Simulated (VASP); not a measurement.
# NiO (F-43m) in VASP: notebook

Runs on NiO. Level: PBE+U. Tasks: single point.

Program: VASP 6.6.1. These are calculated values, not measurements. Logs are shortened: lines on timing, memory, paths and dates and some standing lists are left out, and cuts for length are marked.

### 1 The crystal as given

It takes space group F-43m (No. 216, cubic). Conventional cell: a = 4.567 Å, b = 4.567 Å, c = 4.567 Å, α = 90.00°, β = 90.00°, γ = 90.00°. Around Ni (site symmetry -43m) lie 4 O at 1.98 Å. O (site symmetry -43m) has 4 Ni at 1.98 Å as nearest neighbours.

Measurements of this composition are mostly on another form, of space group No. 225.

### 2 Single point, PBE+U, collinear spin, ferromagnetic start

Input file INCAR:

```
PREC = Accurate ; ENCUT = 520
EDIFF = 1E-7 ; ISMEAR = 0
SIGMA = 0.05 ; LREAL = F
LASPH = T ; NELM = 120
ALGO = Normal ; ISIF = 2
LWAVE = F ; LCHARG = F
ISPIN = 2 ; MAGMOM = 1 0
LORBIT = 11 ; LMAXMIX = 4
LDAU = T ; LDAUTYPE = 2
LDAUL = 2 -1 ; LDAUU = 8 0
LDAUJ = 0 0 ; LDAUPRINT = 1
GGA = PE
```

Input file KPOINTS:

```
regular mesh
0
Gamma
  7 7 7
```

Input file POSCAR:

```
NiO
1.0
    0.0000000000      2.2835484600      2.2835484600
    2.2835484600      0.0000000000      2.2835484600
    2.2835484600      2.2835484600      0.0000000000
Ni O
1 1
Direct
    0.0000000000      0.0000000000      0.0000000000
    0.2500000000      0.2500000000      0.2500000000
```

Potentials or basis: VASP PAW PBE potentials, release 64 (Ni, O).

On the command line:

```bash
$ cat potpaw_PBE.64/Ni/POTCAR potpaw_PBE.64/O/POTCAR > POTCAR
$ mpirun -np 1 vasp_std > vasp.out
```

OUTCAR:

```text
PREC = Accurate
   ENCUT = 520
   EDIFF = 1E-7
   ISMEAR = 0
   LREAL = F
   LASPH = T
   NELM = 120
   ISIF = 2
   ISPIN = 2
   LORBIT = 11
   GGA = PE

 ion  position               nearest neighbor table
   1  0.000  0.000  0.000-   2 1.98   2 1.98   2 1.98   2 1.98
   2  0.250  0.250  0.250-   1 1.98   1 1.98   1 1.98   1 1.98

  LATTYP: Found a face centered cubic cell.
 ALAT       =     4.5670969200

  Lattice vectors:

 A1 = (   0.0000000000,   2.2835484600,   2.2835484600)
 A2 = (   2.2835484600,   0.0000000000,   2.2835484600)
 A3 = (   2.2835484600,   2.2835484600,   0.0000000000)

Analysis of symmetry for initial positions (statically):
=====================================================================
 Subroutine PRICEL returns:
 Original cell was already a primitive cell.

 Routine SETGRP: Setting up the symmetry group for a
 face centered cubic supercell.

 Subroutine GETGRP returns: Found 24 space group operations
 (whereof 24 operations were pure point group operations)
 out of a pool of 48 trial point group operations.

The static configuration has the point symmetry T_d .

Analysis of symmetry for dynamics (positions and initial velocities):
=====================================================================
 Subroutine PRICEL returns:
 Original cell was already a primitive cell.

 Routine SETGRP: Setting up the symmetry group for a
 face centered cubic supercell.

 Subroutine GETGRP returns: Found 24 space group operations
 (whereof 24 operations were pure point group operations)
 out of a pool of 48 trial point group operations.

The dynamic configuration has the point symmetry T_d .

Analysis of structural, dynamic, and magnetic symmetry:
=====================================================================
 Subroutine PRICEL returns:
 Original cell was already a primitive cell.

 Routine SETGRP: Setting up the symmetry group for a
 face centered cubic supercell.

 Subroutine GETGRP returns: Found 24 space group operations
 (whereof 24 operations were pure point group operations)
 out of a pool of 48 trial point group operations.

The overall configuration has the point symmetry T_d .

 Subroutine INISYM returns: Found 24 space group operations
 (whereof 24 operations are pure point group operations),
 and found     1 'primitive' translations

----------------------------------------------------------------------------------------

                                     Primitive cell

  volume of cell :      23.8156

  direct lattice vectors                    reciprocal lattice vectors
     0.000000000  2.283548460  2.283548460    -0.218957473  0.218957473  0.218957473
     2.283548460  0.000000000  2.283548460     0.218957473 -0.218957473  0.218957473
     2.283548460  2.283548460  0.000000000     0.218957473  0.218957473 -0.218957473

  length of vectors
     3.229425202  3.229425202  3.229425202     0.379245468  0.379245468  0.379245468

  position of ions in fractional coordinates (direct lattice)
     0.000000000  0.000000000  0.000000000
     0.250000000  0.250000000  0.250000000

  ion indices of the primitive-cell ions
   primitive index   ion index
                 1           1
                 2           2

----------------------------------------------------------------------------------------

 KPOINTS: regular mesh

Automatic generation of k-mesh.
 Grid dimensions read from file:
 generate k-points for:    7    7    7

 Generating k-lattice:

  Cartesian coordinates                     Fractional coordinates (reciprocal lattice)
    -0.031279639  0.031279639  0.031279639     0.142857143  0.000000000  0.000000000
     0.031279639 -0.031279639  0.031279639     0.000000000  0.142857143  0.000000000
     0.031279639  0.031279639 -0.031279639     0.000000000  0.000000000  0.142857143

  Length of vectors
[... 89 lines left out ...]
 maximum number of plane-waves:       654
   NGX = 13   NGY = 13   NGZ = 13

atom =   1  type =  1  l = 2

 onsite density matrix

spin component  1

  1.0176 -0.0000 -0.0000 -0.0000  0.0000
 -0.0000  1.0176 -0.0000  0.0000  0.0000
 -0.0000 -0.0000  0.9893 -0.0000 -0.0000
 -0.0000  0.0000 -0.0000  1.0176 -0.0000
  0.0000  0.0000 -0.0000 -0.0000  0.9893

spin component  2

  0.4467  0.0000  0.0000  0.0000 -0.0000
  0.0000  0.4467  0.0000 -0.0000 -0.0000
  0.0000  0.0000  0.9810  0.0000  0.0000
  0.0000 -0.0000  0.0000  0.4467  0.0000
 -0.0000 -0.0000  0.0000  0.0000  0.9810

 occupancies and eigenvectors

  o =  0.4467  v =  0.0000  0.0000  0.0000  0.0000  0.0000  0.0000 -0.9875  0.0000  0.1579 -0.0000      0.0000  0.0000  0.0000  0.0000  0.0000  0.0000  0.0000  0.0000  0.0000  0.0000
  o =  0.4467  v =  0.0000  0.0000  0.0000  0.0000  0.0000  0.0000 -0.1579  0.0000 -0.9875  0.0000      0.0000  0.0000  0.0000  0.0000  0.0000  0.0000  0.0000  0.0000  0.0000  0.0000
  o =  0.4467  v =  0.0000  0.0000  0.0000  0.0000  0.0000  1.0000  0.0000  0.0000  0.0000  0.0000      0.0000  0.0000  0.0000  0.0000  0.0000  0.0000  0.0000  0.0000  0.0000  0.0000
  o =  0.9810  v =  0.0000  0.0000  0.0000  0.0000  0.0000  0.0000  0.0000  0.9762  0.0000 -0.2169      0.0000  0.0000  0.0000  0.0000  0.0000  0.0000  0.0000  0.0000  0.0000  0.0000
  o =  0.9810  v =  0.0000  0.0000  0.0000  0.0000  0.0000  0.0000 -0.0000  0.2169  0.0000  0.9762      0.0000  0.0000  0.0000  0.0000  0.0000  0.0000  0.0000  0.0000  0.0000  0.0000
  o =  0.9893  v =  0.0000 -0.0000  0.3494  0.0000  0.9370  0.0000  0.0000  0.0000  0.0000  0.0000      0.0000  0.0000  0.0000  0.0000  0.0000  0.0000  0.0000  0.0000  0.0000  0.0000
  o =  0.9893  v =  0.0000 -0.0000 -0.9370 -0.0000  0.3494  0.0000  0.0000  0.0000  0.0000  0.0000      0.0000  0.0000  0.0000  0.0000  0.0000  0.0000  0.0000  0.0000  0.0000  0.0000
  o =  1.0176  v =  0.0000 -0.0088  0.0000 -1.0000  0.0000  0.0000  0.0000  0.0000  0.0000  0.0000      0.0000  0.0000  0.0000  0.0000  0.0000  0.0000  0.0000  0.0000  0.0000  0.0000
  o =  1.0176  v =  0.0000 -1.0000 -0.0000  0.0088 -0.0000  0.0000  0.0000  0.0000  0.0000  0.0000      0.0000  0.0000  0.0000  0.0000  0.0000  0.0000  0.0000  0.0000  0.0000  0.0000
  o =  1.0176  v =  1.0000  0.0000  0.0000  0.0000  0.0000  0.0000  0.0000  0.0000  0.0000  0.0000      0.0000  0.0000  0.0000  0.0000  0.0000  0.0000  0.0000  0.0000  0.0000  0.0000

 number of electron      15.9999998 magnetization       2.0000766

 Free energy of the ion-electron system (eV)
  ---------------------------------------------------
  ext. energy  EPLUGINS =         0.00000000
  ---------------------------------------------------
  free energy    TOTEN  =        -7.99205304 eV

  energy without entropy =       -7.98957988  energy(sigma->0) =       -7.99081646

 E-fermi :   5.3212     XC(G=0): -10.8622

 val. band max:        5.2986185186   @ k =  -0.4286   0.2857   0.0000
 cond. band min:       5.3297679458   @ k =  -0.4286   0.4286   0.1429
 fundamental gap:      0.0311494273
 Fermi energy:         5.3211879188

 spin component 1

 k-point     1 :       0.0000    0.0000    0.0000
  band No.  band energies     occupation
      1     -14.3595      1.00000
      2      -3.4739      1.00000
      3      -3.4739      1.00000
      4      -3.4739      1.00000
      5      -1.2336      1.00000
      6      -1.2336      1.00000
      7       3.3809      1.00000
      8       3.3809      1.00000
      9       3.3809      1.00000
     10       5.4360      0.00058
     11      18.8464      0.00000
     12      18.8464      0.00000
[... 290 lines left out ...]
 k-point    20 :      -0.2857    0.4286    0.1429
  band No.  band energies     occupation
      1     -13.8092      1.00000
      2      -2.8750      1.00000
      3      -2.6858      1.00000
      4      -1.8562      1.00000
      5      -1.5446      1.00000
      6      -1.4131      1.00000
      7       0.0107      1.00000
      8       1.0822      1.00000
      9       1.8423      1.00000
     10      11.2226      0.00000
     11      13.9089      0.00000
     12      14.6209      0.00000
     13      17.0140      0.00000
 Fermi energy:         5.3211879188

 spin component 2

 k-point     1 :       0.0000    0.0000    0.0000
  band No.  band energies     occupation
      1     -13.8863      1.00000
      2      -0.1842      1.00000
      3      -0.1841      1.00000
      4       0.5903      1.00000
      5       0.5903      1.00000
      6       0.5904      1.00000
      7       5.5806      0.00000
      8       6.9785      0.00000
      9       6.9785      0.00000
     10       6.9786      0.00000
     11      19.1367      0.00000
     12      19.1367      0.00000
[... 291 lines left out ...]
  band No.  band energies     occupation
      1     -13.0646      1.00000
      2      -1.6239      1.00000
      3      -0.6842      1.00000
      4       0.5065      1.00000
      5       1.2666      1.00000
      6       1.7047      1.00000
      7       4.0210      1.00000
      8       5.2230      0.99726
      9       5.3942      0.01948
     10      12.4074      0.00000
     11      14.3685      0.00000
     12      15.1070      0.00000
     13      17.4773      0.00000

------------------------ aborting loop because EDIFF is reached ----------------------------------------

  FORCE on cell =-STRESS in cart. coord.  units (eV):
  Direction    XX          YY          ZZ          XY          YZ          ZX
  --------------------------------------------------------------------------------------
  -------------------------------------------------------------------------------------
  Total       -1.9503876     -1.9503876     -1.9503876      0.0000000      0.0000000      0.0000000
  in kB     -131.2111757   -131.2111757   -131.2111757      0.0000000      0.0000000      0.0000000
  external PRESSURE =    -131.2111757 kB  Pullay stress =       0.0000000 kB

 VOLUME and BASIS-vectors are now :
 -----------------------------------------------------------------------------
  energy-cutoff  :      520.00
  volume of cell :       23.82
      direct lattice vectors                 reciprocal lattice vectors
     0.000000000  2.283548460  2.283548460    -0.218957473  0.218957473  0.218957473
     2.283548460  0.000000000  2.283548460     0.218957473 -0.218957473  0.218957473
     2.283548460  2.283548460  0.000000000     0.218957473  0.218957473 -0.218957473

 POSITION                                       TOTAL-FORCE (eV/Angst)
 -----------------------------------------------------------------------------------
      0.00000      0.00000      0.00000        -0.000000     -0.000000     -0.000000
      1.14177      1.14177      1.14177         0.000000      0.000000      0.000000
 -----------------------------------------------------------------------------------
    total drift:                                0.000000      0.000000      0.000000

  FREE ENERGIE OF THE ION-ELECTRON SYSTEM (eV)
  ---------------------------------------------------
  free  energy   TOTEN  =        -7.9920530372 eV

  energy  without entropy=       -7.9895798838  energy(sigma->0) =       -7.99081646

 total charge

# of ion       s       p       d       tot
------------------------------------------
    1        0.364   0.431   8.303   9.098
    2        1.549   3.418   0.000   4.967
--------------------------------------------------
tot          1.912   3.849   8.303  14.065

 magnetization (x)

# of ion       s       p       d       tot
------------------------------------------
    1        0.003   0.021   1.727   1.751
    2        0.012   0.265   0.000   0.277
--------------------------------------------------
tot          0.015   0.286   1.727   2.028
```

It took 8.8 s on 1 thread of AMD EPYC 9R45 (Zen 5), shared host; peak memory 0.12 GiB.

What came out:

| Item | Value |
| --- | --- |
| Free energy | -7.9921 eV |
| Pressure | -13.1 GPa |
| Band gap on the k mesh | none (metal or under the smearing width) |
| Net moment | 2.00 μB per cell |
| Site moments | Ni +1.75; O +0.28 μB |
| Valence electrons inside the program's atomic spheres | Ni 9.10; O 4.97 |

Eigenvalues of the final occupation matrices:
```csv
site,spin,trace,eigenvalues
site 1 d,1,5.03,0.99 0.99 1.02 1.02 1.02
site 1 d,2,3.30,0.45 0.45 0.45 0.98 0.98
```

Caveat: a cell with one magnetic atom can't hold antiferromagnetic order, which such compounds often take. The state reached can hang on the start; a lower one may exist.

### 3 Single point, PBE+U, collinear spin, antiferromagnetic start

This run uses another cell than the first one: it holds 4 atoms, not 2.

Input file INCAR:

```
SYSTEM = NiO
ALGO = Normal
EDIFF = 1E-6
ENCUT = 520
GGA = PE
ISIF = 2
ISMEAR = 0
ISPIN = 2
LASPH = .TRUE.
LCHARG = .FALSE.
LDAU = .TRUE.
LDAUJ = 0 0
LDAUL = 2 -1
LDAUPRINT = 1
LDAUTYPE = 2
LDAUU = 8 0
LMAXMIX = 4
LORBIT = 11
LREAL = .FALSE.
LWAVE = .FALSE.
MAGMOM = 1 -1 0 0
NELM = 120
PREC = Accurate
SIGMA = 0.05
```

Input file KPOINTS:

```
k-points
0
G
  7 7 7
  0 0 0
```

Input file POSCAR:

```
NiO
1.0
    4.5670969200      2.2835484600      2.2835484600
    2.2835484600      4.5670969200      2.2835484600
    2.2835484600      2.2835484600      4.5670969200
Ni O
2 2
Direct
    0.0000000000      0.0000000000      0.0000000000
    0.5000000000      0.5000000000      0.5000000000
    0.1250000000      0.1250000000      0.1250000000
    0.6250000000      0.6250000000      0.6250000000
```

Potentials or basis: VASP PAW PBE potentials, release 64 (Ni, O).

On the command line:

```bash
$ cat potpaw_PBE.64/Ni/POTCAR potpaw_PBE.64/O/POTCAR > POTCAR
$ mpirun -np 1 vasp_std > vasp.out
```

It took 3.3 min on 1 thread of AMD EPYC 9R45 (Zen 5), shared host; peak memory 0.3 GiB.

The run converged, but a check on its numbers failed (symmetry, net force, bounds or a known fault of this set-up), so they aren't taken as properties of the crystal.

Caveat: the result breaks the symmetry of the cell.

### 4 Single point, PBE+U, collinear spin, ferrimagnetic start

This run uses another cell than the first one: it holds 4 atoms, not 2.

Input file INCAR:

```
PREC = Accurate ; ENCUT = 520
EDIFF = 1E-7 ; ISMEAR = 0
SIGMA = 0.05 ; LREAL = False
LASPH = True ; NELM = 100
ALGO = Normal ; ISIF = 2
LWAVE = False ; LCHARG = True
ISPIN = 2 ; MAGMOM = 1 -0.5 0 0
LORBIT = 11 ; LMAXMIX = 4
LDAU = True ; LDAUTYPE = 2
LDAUL = 2 -1 ; LDAUU = 8 0
LDAUJ = 0 0 ; LDAUPRINT = 1
GGA = PE ; LELF = True
LVHAR = True ; NBANDS = 28
```

Input file KPOINTS:

```
regular mesh
0
Gamma
  7 7 7
```

POSCAR is that of step 3.

On the command line:

```bash
$ cat potpaw_PBE.64/Ni/POTCAR potpaw_PBE.64/O/POTCAR > POTCAR
$ mpirun -np 1 vasp_std > vasp.out
```

Wall time 5.2 min (1 thread of AMD EPYC 9R45 (Zen 5), shared host); peak memory 0.32 GiB.

The run converged, but a check on its numbers failed (symmetry, net force, bounds or a known fault of this set-up), so they aren't taken as properties of the crystal.

Caveat: the result breaks the symmetry of the cell.

[end of part 1 of 2]
